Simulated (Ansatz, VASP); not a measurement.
## Cr: VASP beside Ansatz

```
CELL_PARAMETERS angstrom
0.00000 1.79029 1.79029
1.79029 0.00000 1.79029
1.79029 1.79029 0.00000
ATOMIC_POSITIONS crystal
Cr 0.00000 0.00000 0.00000
```

Alike in both runs: functional PBEsol; k mesh 15 × 15 × 15; occupations fermi-dirac, width 0.1 eV; no spin polarisation.

Ansatz relaxed the structure, and its values are those at the end. VASP's run is a single point on that final structure, the one shown.

```csv
,VASP,Ansatz
version,VASP 6.6.1,Ansatz 0.2.0
potentials or method,"VASP PAW PBE potentials, release 64 (Cr_pv)","plane waves (420 eV) with PAW, scalar-relativistic"
plane-wave cutoff (eV),520,420
valence electrons in the cell,12,14
```

```tsv
	VASP	Ansatz	Ansatz less VASP
pressure (GPa)	-0.5	0.0	+0.52
```

The two sets of potentials don't hold the same shells in valence. Ansatz warned: «pseudo_functional_mismatch».

Caveats: the PAW data sets were made with another functional, which shifts forces and pressure a little (VASP); the run has no spin polarisation, though such a crystal can be magnetic. Spin polarisation is off, so any magnetic state and its effect on volume and gap are missing.
